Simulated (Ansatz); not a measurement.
# The polar optical mode of SrO at 6.1 GPa, worked through

Level of theory: DFT r2SCAN+D3(BJ), scalar-relativistic, plane waves, PAW (Ansatz 0.2.0). Settings: 500 eV plane-wave cutoff, Γ-centred 8×8×8 mesh, fixed occupations. No spin polarisation. Phonons by linear response, acoustic sum rule imposed.

The cell is fixed (symmetry leaves no force on the atoms) and stands under 6.1 GPa:
```
Sr O
1.0
     3.03550    0.00000    0.00000
     0.00000    3.03550    0.00000
     0.00000    0.00000    3.03550
Sr O
1 1
Direct
  0.00000 0.00000 0.00000
  0.50000 0.50000 0.50000
```

The cell is the ideal cubic caesium chloride prototype; this isn't the usual structure of the compound.

Linear response gives ν_TO = 184.6 cm⁻¹, Born charges ±2.597 e (positive on Sr) and ε∞ = 4.134. The primitive cell holds 27.970 Å³, and the masses are 87.620 and 15.999 amu.

Task: Find ν_LO and the static dielectric constant.

Result: The long-wave field adds a restoring force: ω_LO² − ω_TO² = Z*²e²/(ε_vac ε∞ μV). In these units ν_LO² − ν_TO² = 4.92064×10⁷ Z*²/(μ V ε∞) cm⁻², with μ = m₁m₂/(m₁ + m₂) = 13.529 amu: 212179 cm⁻². So ν_LO = √(184.6² + 212179) = 496.2 cm⁻¹, and the run gives 496.2. Lyddane–Sachs–Teller then gives ε0 = ε∞ (ν_LO/ν_TO)² = 29.89, against 29.89 in the run (it forms both from the same three quantities, so the match checks the arithmetic only). Between ν_TO and ν_LO the dielectric function is negative and an undamped crystal reflects fully: a reststrahlen band from 20.2 to 54.2 μm.

Task: What do the Clausius–Mossotti polarisability and the Szigeti charge come to?

Result: With the Lorentz local field, α = (3V/4π)(ε∞ − 1)/(ε∞ + 2) = 3.41 Å³ for the pair, and e_S = 3Z*/(ε∞ + 2) = 1.27 e. The Born charge includes the electrons' response to the dipole's own local field, and e_S takes that enhancement out. The Lorentz field assumes point-like polarisable ions, a poor picture once ε∞ is this large, since the electron clouds then overlap or are shared, so both numbers are formal here.

Task: How strongly does a slow electron couple to the LO mode?

Result: For one isotropic parabolic band, Fröhlich's constant is α_F = (1/ε∞ − 1/ε0) √(m* Ry/ħω_LO), with Ry = 13.606 eV, ħω_LO = 61.5 meV and m* in free-electron masses: α_F = 0.2084 × 14.87 × √m* = 3.10 √m*. The band mass isn't part of this run; for m* = 0.1, 0.3 and 1 it gives 0.98, 1.70, 3.10. In weak coupling the polaron lies α_F ħω_LO below the band edge (104 meV at m* = 0.3) with a mass m*(1 + α_F/6); past α_F of about 5 or 6 that expansion fails. A semilocal functional's ε∞ tends to be too large, which taken alone lowers α_F.

Cost: 1 run of about 1.6 core-minutes, on AMD EPYC 7R43 (Zen 3) (shared hosts).